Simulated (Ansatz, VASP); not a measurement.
# C in VASP and in Ansatz

The input INCAR:

```
SYSTEM = C
  ALGO = Normal
  DIPOL = 0.5 0.5 0.500
  EDIFF = 1E-6
  ENCUT = 520
  IDIPOL = 3
  ISIF = 2
  ISMEAR = 0
  LASPH = .TRUE.
  LCHARG = .TRUE.
  LDIPOL = .TRUE.
  LELF = .TRUE.
  LREAL = .FALSE.
  LVACPOTAV = .TRUE.
  LVHAR = .TRUE.
  LWAVE = .FALSE.
  NBANDS = 11
  NELM = 80
  PREC = Accurate
  SIGMA = 0.1
```

Contents of KPOINTS:

```
k-points
0
G
  21 21 1
  0 0 0
```

Contents of POSCAR:

```
C
1.0
    2.2000000000      0.0000000000      0.0000000000
   -1.1000000000      1.9052558883      0.0000000000
    0.0000000000      0.0000000000     28.0000000000
C
2
Direct
    0.3333333333      0.6666666667      0.5127500000
    0.6666666667      0.3333333333      0.4872500000
```

Input for Ansatz:

```yaml
crystal:
  lattice:
    - [2.2, 0.0, 0.0]
    - [-1.1, 1.9052558883, 0.0]
    - [0.0, 0.0, 28.0]
  atoms:
    - { symbol: C, position: [0.3333333333, 0.6666666667, 0.51275] }
    - { symbol: C, position: [0.6666666667, 0.3333333333, 0.48725] }
  periodic: [true, true, false]
basis:
  ecutwfc: 420
kpoints:
  mp_grid: { grid: [21, 21, 1] }
hamiltonian:
  xc: lda
scf:
  occupations: { method: gaussian, width: 0.1 }
output:
  forces: true
  stress: true
  eigenvalues: true
  write_density: true
  write_potential: true
  elf: true
  volumetric_format: npy
```

Alike in both runs: task single point; functional LDA; k mesh 21 × 21 × 1; occupations gaussian, width 0.1 eV; no spin polarisation.

```csv
,VASP,Ansatz
version,VASP 6.6.1,Ansatz 0.2.0
potentials or method,"VASP PAW LDA potentials, release 64 (C)","scalar-relativistic, plane waves, PAW"
plane-wave cutoff (eV),520,420
valence electrons in the cell,8,8
```

```tsv
	VASP	Ansatz	Ansatz less VASP
gap on the k mesh at the Fermi level (eV)	none	none	-
rms of the force components (eV/Å)	4.612	4.655	+0.0426
work function, face that differs most (eV)	5.52	5.52	-0.001
```

Atom by atom the forces differ by 0.043 eV/Å (rms over components). A gap of «none» marks a metal or a gap that the smearing closes. Ansatz warned: «xc_potential_rough_in_thin_density».
